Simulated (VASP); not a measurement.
# GaN in VASP: one cell, several levels of theory, part 2 of 2

The system is GaN, a lower-symmetry cell derived from the rocksalt prototype, a generated structure that needn't be the ground state.

VASP 6.6.1, plane waves, PAW.

**3. r2SCAN at this geometry**

The input, INCAR:

```
ENCUT = 520.000000
SIGMA = 0.010000
EDIFF = 1.00e-07
ALGO = Normal
METAGGA = R2SCAN
PREC = Accurate
IBRION = -1
ISIF = 2
ISMEAR = 0
NBANDS = 16
NELM = 120
NSW = 0
LASPH = .TRUE.
LCHARG = .FALSE.
LWAVE = .FALSE.
LREAL = .FALSE.
```

The input, KPOINTS:

```
KPOINTS created by Atomic Simulation Environment
0
Gamma
10 10 10
0 0 0
```

The input, KPOINTS_OPT:

```
special points
8
Reciprocal
0.0000000000 0.0000000000 0.0000000000 1
0.5000000000 0.0000000000 0.5000000000 1
0.6250000000 0.2500000000 0.6250000000 1
0.3750000000 0.3750000000 0.7500000000 1
0.5000000000 0.5000000000 0.5000000000 1
0.5000000000 0.2500000000 0.7500000000 1
0.1953120000 0.1953120000 0.3906250000 1
0.0000000000 0.5000000000 0.5000000000 1
```

The input, POSCAR:

```
Ga N
 1.0000000000000000
     0.0000000000000000    2.0452597773000001    2.1769953713999999
     2.0452597773000001    0.0000000000000000    2.1769953713999999
     2.0452597773000001    2.0452597773000001    0.0000000000000000
 Ga  N
   1   1
Cartesian
  0.0000000000000000  0.0000000000000000  0.0000000000000000
  2.0452597773000001  2.0452597773000001  2.1769953713999994
```

Started as:

```
$ mpirun -np 1 vasp_std
```

Standard output, without the iteration lines:

```text
POSCAR found type information on POSCAR GaN
 POSCAR found :  2 types and       2 ions
 -----------------------------------------------------------------------------
|                                                                             |
|                                                                             |
|     You enforced a specific xc type in the INCAR file but a different       |
|     I HOPE YOU KNOW WHAT YOU ARE DOING!                                     |
|                                                                             |
 -----------------------------------------------------------------------------

 LDA part: xc-table for (None), standard interpolation
 POSCAR, INCAR and KPOINTS ok, starting setup
 FFT: planning ... GRIDC
 FFT: planning ... GRID_SOFT
 FFT: planning ... GRID
 WAVECAR not read
 entering main loop
 Start KPOINTS_OPT (optional k-point list driver)
k-point batch [1-8\8]
```

OSZICAR:

```text
N       E                     dE             d eps       ncg     rms          rms(c)
DAV:   1     0.646317076447E+02    0.64632E+02   -0.94753E+03  3768   0.222E+03
DAV:   2    -0.210614760313E+02   -0.85693E+02   -0.79924E+02  3720   0.330E+02
DAV:   3    -0.255416164198E+02   -0.44801E+01   -0.44662E+01  3816   0.654E+01
DAV:   4    -0.255814269538E+02   -0.39811E-01   -0.39807E-01  4192   0.647E+00
DAV:   5    -0.255818860171E+02   -0.45906E-03   -0.45906E-03  3912   0.625E-01    0.703E+00
DAV:   6    -0.208776691999E+02    0.47042E+01   -0.31572E+00  4544   0.424E+01    0.240E+00
DAV:   7    -0.209151932670E+02   -0.37524E-01   -0.45646E-01  3896   0.632E+00    0.165E+00
DAV:   8    -0.209245008487E+02   -0.93076E-02   -0.27850E-02  4056   0.413E+00    0.228E-01
DAV:   9    -0.209234447825E+02    0.10561E-02   -0.69891E-03  4608   0.247E+00    0.763E-02
DAV:  10    -0.209234961732E+02   -0.51391E-04   -0.68137E-04  3944   0.268E-01    0.595E-02
DAV:  11    -0.209235006635E+02   -0.44903E-05   -0.20635E-04  3880   0.137E-01    0.323E-02
DAV:  12    -0.209234836153E+02    0.17048E-04   -0.16676E-05  3704   0.445E-02    0.138E-02
DAV:  13    -0.209234809178E+02    0.26975E-05   -0.61925E-07  4536   0.113E-02    0.796E-03
DAV:  14    -0.209234815552E+02   -0.63742E-06   -0.39147E-07  3792   0.124E-02    0.298E-03
DAV:  15    -0.209234816355E+02   -0.80256E-07   -0.19677E-07  2984   0.496E-03
   1 F= -.20923482E+02 E0= -.20923482E+02  d E =-.184461E-63
       N       E                     dE             ncg
DAV:   1     0.310726579752E+04   -0.54634E+04      288
DAV:   2     0.241912591879E+04   -0.68814E+03      320
DAV:   3     0.238527509496E+04   -0.33851E+02      296
DAV:   4     0.238495364516E+04   -0.32145E+00      328
DAV:   5     0.238494935446E+04   -0.42907E-02      304
DAV:   6     0.238494922469E+04   -0.12977E-03      352
DAV:   7     0.238494921933E+04   -0.53633E-05      304
DAV:   8     0.238494921911E+04   -0.22328E-06      344
DAV:   9     0.238494921910E+04   -0.77362E-08      208
```

OUTCAR, selected sections:

```text
k-points           NKPTS =    102   k-points in BZ     NKDIM =    102   number of bands    NBANDS=     16

   NELECT =      18.0000    total number of electrons

   dimension x,y,z NGX =    24 NGY =   24 NGZ =   24
   dimension x,y,z NGXF=    48 NGYF=   48 NGZF=   48

  energy-cutoff  :      520.00
  volume of cell :       18.21
      direct lattice vectors                 reciprocal lattice vectors
     0.000000000  2.045259777  2.176995371    -0.244467723  0.244467723  0.229674351
     2.045259777  0.000000000  2.176995371     0.244467723 -0.244467723  0.229674351
     2.045259777  2.045259777  0.000000000     0.244467723  0.244467723 -0.229674351

 k-points in reciprocal lattice and weights: KPOINTS created by Atomic Simulation Env
   0.00000000  0.00000000  0.00000000       0.001
   0.10000000 -0.00000000  0.00000000       0.008
   0.20000000 -0.00000000  0.00000000       0.008
   0.30000000  0.00000000  0.00000000       0.008
   0.40000000 -0.00000000  0.00000000       0.008
   0.50000000 -0.00000000  0.00000000       0.004
   0.10000000  0.10000000  0.00000000       0.002
   0.20000000  0.10000000  0.00000000       0.008
[... 94 more k-points ...]

 E-fermi :   8.3534

 k-point     1 :       0.0000    0.0000    0.0000
  band No.  band energies     occupation
      1     -10.3535      2.00000
      2      -6.2811      2.00000
      3      -6.2431      2.00000
      4      -6.2431      2.00000
      5      -6.2190      2.00000
      6      -6.1364      2.00000
      7       7.3523      2.00000
      8       7.3524      2.00000
      9       7.8695      2.00000
     10      11.3683      0.00000
     11      23.4849      0.00000
     12      23.8344      0.00000
     13      24.0051      0.00000
     14      24.0051      0.00000
     15      25.5178      0.00000
     16      26.5661      0.00000

 k-point     2 :       0.1000   -0.0000    0.0000
  band No.  band energies     occupation
      1     -10.1502      2.00000
      2      -6.2774      2.00000
      3      -6.2563      2.00000
      4      -6.2330      2.00000
      5      -6.2180      2.00000
      6      -6.1596      2.00000
      7       6.3312      2.00000
      8       7.4125      2.00000
      9       7.7446      2.00000
     10      12.2817      0.00000
     11      21.2575      0.00000
     12      22.6002      0.00000
     13      23.7627      0.00000
     14      24.6169      0.00000
     15      25.9039      0.00000
     16      26.0249      0.00000

 k-point     3 :       0.2000   -0.0000    0.0000
  band No.  band energies     occupation
      1      -9.5612      2.00000
      2      -6.3204      2.00000
      3      -6.2910      2.00000
      4      -6.2685      2.00000
      5      -6.1639      2.00000
      6      -6.1570      2.00000
      7       4.2462      2.00000
      8       7.5810      2.00000
      9       7.7099      2.00000
     10      13.5831      0.00000
     11      19.1227      0.00000
     12      20.9146      0.00000
     13      22.2169      0.00000
     14      25.0103      0.00000
     15      26.4608      0.00000
     16      26.4818      0.00000

 k-point     4 :       0.3000    0.0000    0.0000
  band No.  band energies     occupation
      1      -8.6669      2.00000
      2      -6.4001      2.00000
      3      -6.3604      2.00000
      4      -6.3288      2.00000
      5      -6.1038      2.00000
      6      -6.0845      2.00000
      7       2.0809      2.00000
      8       7.7081      2.00000
      9       7.8141      2.00000
     10      14.0252      0.00000
     11      18.2547      0.00000
     12      19.5011      0.00000
     13      20.4737      0.00000
     14      25.1203      0.00000
     15      28.2245      0.00000
     16      28.3933      0.00000

 k-point     5 :       0.4000   -0.0000    0.0000
  band No.  band energies     occupation
      1      -7.6756      2.00000
      2      -6.4653      2.00000
      3      -6.4369      2.00000
      4      -6.4032      2.00000
      5      -6.0569      2.00000
      6      -6.0185      2.00000
      7       0.3092      2.00000
      8       7.7247      2.00000
      9       8.0277      2.00000
     10      13.7129      0.00000
     11      17.9428      0.00000
     12      18.9645      0.00000
     13      19.2680      0.00000
     14      25.6130      0.00000
     15      30.6907      0.00000
     16      30.9804      0.00000

 k-point     6 :       0.5000   -0.0000    0.0000
  band No.  band energies     occupation
      1      -7.1176      2.00000
      2      -6.5179      2.00000
      3      -6.4836      2.00000
      4      -6.4661      2.00000
      5      -6.0387      2.00000
      6      -5.9933      2.00000
      7      -0.4362      2.00000
      8       7.7354      2.00000
      9       8.1165      2.00000
     10      13.5147      0.00000
     11      17.7073      0.00000
     12      18.8387      0.00000
     13      18.9814      0.00000
     14      25.9789      0.00000
     15      33.1195      0.00000
     16      33.1211      0.00000

 k-point     7 :       0.1000    0.1000    0.0000
  band No.  band energies     occupation
      1     -10.1273      2.00000
      2      -6.2967      2.00000
      3      -6.2448      2.00000
      4      -6.2214      2.00000
      5      -6.2214      2.00000
      6      -6.1278      2.00000
      7       6.9004      2.00000
      8       7.1259      2.00000
      9       7.1259      2.00000
     10      12.5306      0.00000
     11      20.8972      0.00000
     12      21.6590      0.00000
     13      23.5676      0.00000
     14      23.5677      0.00000
     15      27.9959      0.00000
     16      28.0216      0.00000

 k-point     8 :       0.2000    0.1000    0.0000
  band No.  band energies     occupation
      1      -9.7224      2.00000
      2      -6.3077      2.00000
      3      -6.2862      2.00000
      4      -6.2127      2.00000
      5      -6.1710      2.00000
      6      -6.1242      2.00000
      7       5.1498      2.00000
      8       7.0025      2.00000
      9       7.3490      2.00000
     10      13.6560      0.00000
     11      18.7667      0.00000
     12      20.3413      0.00000
     13      23.0163      0.00000
     14      24.2049      0.00000
     15      27.6021      0.00000
     16      28.5374      0.00000

 k-point     9 :       0.3000    0.1000    0.0000
  band No.  band energies     occupation
      1      -9.0027      2.00000
      2      -6.3530      2.00000
      3      -6.3036      2.00000
      4      -6.2727      2.00000
      5      -6.0869      2.00000
      6      -6.0734      2.00000
      7       3.0291      2.00000
      8       7.0888      2.00000
      9       7.3300      2.00000
     10      14.5633      0.00000
     11      17.0624      0.00000
     12      19.6700      0.00000
     13      21.7622      0.00000
     14      25.4125      0.00000
     15      27.5124      0.00000
     16      29.5916      0.00000

 k-point    10 :       0.4000    0.1000    0.0000
  band No.  band energies     occupation
      1      -8.1430      2.00000
      2      -6.4117      2.00000
      3      -6.3607      2.00000
      4      -6.2871      2.00000
      5      -6.0466      2.00000
      6      -5.9361      2.00000
      7       1.0754      2.00000
      8       7.0997      2.00000
      9       7.3660      2.00000
     10      14.6981      0.00000
     11      16.2707      0.00000
     12      19.7305      0.00000
     13      20.4051      0.00000
     14      26.2859      0.00000
     15      28.7624      0.00000
     16      31.6296      0.00000

 k-point    11 :       0.5000    0.1000    0.0000
  band No.  band energies     occupation
      1      -7.4897      2.00000
      2      -6.4545      2.00000
      3      -6.4286      2.00000
      4      -6.2803      2.00000
      5      -6.0333      2.00000
      6      -5.8144      2.00000
      7      -0.1523      2.00000
      8       6.8055      2.00000
      9       7.7435      2.00000
     10      14.4889      0.00000
     11      16.3219      0.00000
     12      19.4522      0.00000
     13      19.7936      0.00000
     14      26.8299      0.00000
     15      30.7737      0.00000
     16      33.2354      0.00000

 k-point    12 :      -0.4000    0.1000    0.0000
  band No.  band energies     occupation
      1      -7.4424      2.00000
      2      -6.4891      2.00000
      3      -6.4482      2.00000
      4      -6.3273      2.00000
      5      -6.0556      2.00000
      6      -5.8717      2.00000
      7       0.0066      2.00000
      8       6.5986      2.00000
      9       8.0685      2.00000
     10      14.5060      0.00000
     11      16.9578      0.00000
     12      19.1774      0.00000
     13      19.4286      0.00000
     14      26.6368      0.00000
     15      30.3978      0.00000
     16      32.0245      0.00000

[... the tables of k-points 13 to 102 left out ...]

  Total        1.7697275      1.7697275      0.1074736      0.0000000     -0.0000000      0.0000000
  in kB      155.6798965    155.6798965      9.4542718      0.0000000     -0.0000000      0.0000000
  external PRESSURE =     106.9380216 kB  Pullay stress =       0.0000000 kB

 POSITION                                       TOTAL-FORCE (eV/Angst)
 -----------------------------------------------------------------------------------
      0.00000      0.00000      0.00000         0.000000     -0.000000      0.000000
      2.04526      2.04526      2.17700        -0.000000      0.000000     -0.000000
 -----------------------------------------------------------------------------------
    total drift:                                0.000000     -0.000000     -0.000000

  FREE ENERGIE OF THE ION-ELECTRON SYSTEM (eV)
  ---------------------------------------------------
  free  energy   TOTEN  =       -20.9234816355 eV

  energy  without entropy=      -20.9234816355  energy(sigma->0) =      -20.92348164
```

Hardware: 1 MPI rank of Intel Xeon Platinum 8488C, shared host.

The levels at the points of KPOINTS_OPT are read from vasprun.xml.

Band energies at the special points (eV, zero at the top of v, the last band that the electrons fill by count):

```
point    v−1      v     c    c+1
    Γ  -0.89  -0.37  3.13  15.25
    X  -3.97  -3.06  1.05   8.20
    U  -5.99  -2.51  3.62   9.56
    K  -6.15  -2.09  4.46  10.19
    L  -0.50  -0.12  5.28   9.47
    W  -5.62  -4.98  6.21  10.89
```

r2SCAN gives an indirect gap of 1.05 eV, from (0.20, 0.20, 0.39) to X; the least direct gap is 3.50 eV. The pressure is 10.69 GPa; the forces vanish within 0.01 eV/Å.

**4. Summary**

What follows sums up all 2 parts.

```
 level  gap (eV)  pressure (GPa)  Ansatz: gap (eV)  Ansatz: pressure (GPa)
   PBE      0.54           18.35              0.55                   17.49
r2SCAN      1.05           10.69              1.08                    9.20
```

The gap runs from 0.54 eV (PBE) to 1.05 eV (r2SCAN). At this one volume the pressure spans 10.7 GPa (r2SCAN) to 18.4 GPa (PBE): PBE wants the largest cell and r2SCAN the smallest. The two programs agree on the gap within 0.04 eV, far less than the spread between functionals. The two codes have different PAW datasets and cutoffs.
